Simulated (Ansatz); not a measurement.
# Bi in Ansatz: the effect of functional

Crystal: Bi.

```
CELL_PARAMETERS angstrom
3.21664 0.00000 0.00000
0.00000 3.20002 0.00000
-0.07991 0.00000 6.40064
ATOMIC_POSITIONS crystal
Bi 0.54425 0.00000 0.74958
Bi 0.45575 0.00000 0.25042
```

This isn't the form of Bi at room conditions, which is rhombohedral.

The cell isn't the ideal one: volume scaled by 0.98.

Alike in all runs:

```yaml
Program: Ansatz 0.2.0
Task: single point
Potentials_or_basis: Ansatz PAW
k_mesh: 8 × 8 × 4
Occupations: fermi-dirac, width 0.05 eV
Spin: no spin polarisation
```

```tsv
functional	cutoff	pressure (GPa)	largest force (eV/Å)
LDA	420 eV (not typed: the program's choice for these potentials)	?	?
PBEsol	420 eV (not typed: the program's choice for these potentials)	0.6	0.01
r2SCAN	500 eV (not typed: the program's choice for these potentials)	2.3	0.02
```

**Question.** What does the run with functional LDA give?

**Answer.** Pressure -0.7 GPa; largest force 0.01 eV/Å.

Caveats: the PAW data sets come from PBE, with cores solved anew for the run's functional, which leaves a small shift of forces and pressure.
